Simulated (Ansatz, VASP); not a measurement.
# ZrB in VASP and in Ansatz

Contents of INCAR:

```
SYSTEM = ZrB
ALGO     = Normal         ! electronic algorithm
EDIFF    = 1E-6           ! SCF threshold, eV
ENCUT    = 520            ! plane-wave cutoff, eV
GGA      = PE             ! functional
ISIF     = 2              ! what is computed and relaxed
ISMEAR   = 0              ! smearing method
IVDW     = 12             ! dispersion correction
LASPH    = .True.         ! aspherical terms in the spheres
LCHARG   = .False.        ! write CHGCAR
LREAL    = .False.        ! projectors in reciprocal space
LWAVE    = .False.        ! write WAVECAR
NBANDS   = 14             ! bands
NELM     = 100            ! most SCF steps
PREC     = Accurate       ! precision mode
SIGMA    = 0.1            ! smearing width, eV
```

Contents of KPOINTS:

```
k-points
0
Gamma
  12 12 11
  0 0 0
```

Contents of POSCAR:

```
ZrB
1.0
    3.1570597421      0.0000000023      0.0001591915
   -1.5785298690      2.7340939391     -0.0001591915
   -1.5783732108      0.9112741982      3.0682130060
Zr B
1 1
Direct
    0.0000000000      0.0000000000      0.0000000000
    0.5000000000      0.5000000000      0.5000000000
```

Input for Ansatz:

```yaml
crystal:
  lattice:
    - [3.1570597421, 2.3e-09, 0.0001591915]
    - [-1.578529869, 2.7340939391, -0.0001591915]
    - [-1.5783732108, 0.9112741982, 3.068213006]
  atoms:
    - { symbol: Zr, position: [0.0, 0.0, 0.0] }
    - { symbol: B, position: [0.5, 0.5, 0.5] }
basis:
  ecutwfc: 420
kpoints:
  mp_grid: { grid: [12, 12, 11] }
hamiltonian:
  xc: pbe
  dispersion: d3bj
scf:
  occupations: { method: gaussian, width: 0.1 }
output:
  forces: true
  stress: true
  eigenvalues: true
```

Change from the starting cell: band edges of the strained film's bulk.

Alike in both runs: task single point; functional PBE; dispersion D3(BJ); k mesh 12 × 12 × 11; occupations gaussian, width 0.1 eV; no spin polarisation.

|  | VASP | Ansatz |
| --- | --- | --- |
| version | VASP 6.6.1 | Ansatz 0.2.0 |
| potentials or method | VASP PAW PBE potentials, release 64 (Zr_sv, B) | scalar-relativistic, plane waves, PAW |
| plane-wave cutoff (eV) | 520 | 420 |
| valence electrons in the cell | 15 | 15 |

Ansatz gave:

```
gap on the k mesh at the Fermi level (eV)       : none
pressure (GPa)                                  : 15.4
largest component of the traceless stress (GPa) : 15.53
```

What did VASP give for the same quantities?

gap on the k mesh at the Fermi level (eV): none; pressure (GPa): 15.6; largest component of the traceless stress (GPa): 15.50.

A gap of «none» marks a metal or a gap that the smearing closes.

Caveats: so large a pressure means that the cell lies far from this level's equilibrium, or that cutoff or potentials fall short (VASP); pairwise dispersion overbinds metals, which lowers pressure and volume.
